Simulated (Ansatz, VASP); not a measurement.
CdSe (Cadmoselite): VASP beside Ansatz

Contents of POSCAR:

```
CdSe
1.0
    4.2418847678      0.0000000000      0.0000000000
   -2.1209423839      3.6735799689      0.0000000000
    0.0000000000      0.0000000000      6.9251235047
Cd Se
2 2
Direct
    0.6666666667      0.3333333333      0.5000000000
    0.3333333333      0.6666666667      0.0000000000
    0.6666666667      0.3333333333      0.8850000000
    0.3333333333      0.6666666667      0.3850000000
```

INCAR.step1

```
PREC = Accurate
ENCUT = 520
ISMEAR = -1
SIGMA = 0.05
LREAL = False
LASPH = True
NELM = 60
NBANDS = 26
GGA = PE
ALGO = Normal
EDIFF = 1E-4
LWAVE = True
LCHARG = False
```

INCAR.step2

```
PREC = Accurate
ENCUT = 520
EDIFF = 1E-6
ISMEAR = -1
SIGMA = 0.05
LREAL = False
LASPH = True
NELM = 60
ALGO = Normal
ISIF = 2
LWAVE = False
LCHARG = False
METAGGA = R2SCAN
LMIXTAU = True
NBANDS = 26
ISTART = 1
```

Contents of KPOINTS:

```
Automatic mesh
0
Gamma
  7 7 4
```

File input.yaml:

```yaml
crystal:
  lattice:
    - [4.2418847678, 0.0, 0.0]
    - [-2.1209423839, 3.6735799689, 0.0]
    - [0.0, 0.0, 6.9251235047]
  atoms:
    - { symbol: Cd, position: [0.6666666667, 0.3333333333, 0.5] }
    - { symbol: Cd, position: [0.3333333333, 0.6666666667, 0.0] }
    - { symbol: Se, position: [0.6666666667, 0.3333333333, 0.885] }
    - { symbol: Se, position: [0.3333333333, 0.6666666667, 0.385] }
hamiltonian:
  xc: r2scan
  pseudopotentials: { kind: paw }
kpoints:
  mp_grid: { grid: [7, 7, 4] }
scf:
  occupations: { method: fermi_dirac, width: 0.05 }
output:
  forces: true
  stress: true
  eigenvalues: true
  write_density: true
  write_potential: true
  elf: true
  volumetric_format: npy
```

Alike in both runs: task single point; functional r2SCAN; k mesh 7 × 7 × 4; occupations fermi-dirac, width 0.05 eV; no spin polarisation.

|  | VASP | Ansatz |
| --- | --- | --- |
| version | VASP 6.6.1 | Ansatz 0.2.0 |
| potentials or method | VASP PAW PBE potentials, release 64 (Cd, Se) | Ansatz PAW |
| plane-wave cutoff (eV) | 520 | 500 |
| valence electrons in the cell | 36 | 72 |

VASP gave:

- gap on the k mesh at the Fermi level (eV): 1.28
- least direct gap on the mesh (eV): 1.28
- pressure (GPa): 4.5
- largest component of the traceless stress (GPa): 1.78
- rms of the force components (eV/Å): 0.192

Which values does Ansatz return?

gap on the k mesh at the Fermi level (eV): 1.29; least direct gap on the mesh (eV): 1.29; pressure (GPa): 4.2; largest component of the traceless stress (GPa): 1.74; rms of the force components (eV/Å): 0.186.

Atom by atom the forces differ by 0.005 eV/Å (rms over components). The two sets of potentials don't hold the same shells in valence.

Caveats: the PAW data sets were made with another functional, which shifts forces and pressure a little (VASP); odd divisions of the mesh miss points on the zone boundary, where band edges often lie, so the gap on the mesh can be too wide (Ansatz); the PAW data sets come from PBE, with cores solved anew for the run's functional, which leaves a small shift of forces and pressure (Ansatz). r2SCAN opens gaps a little over a GGA but as a rule still falls short of measured ones.
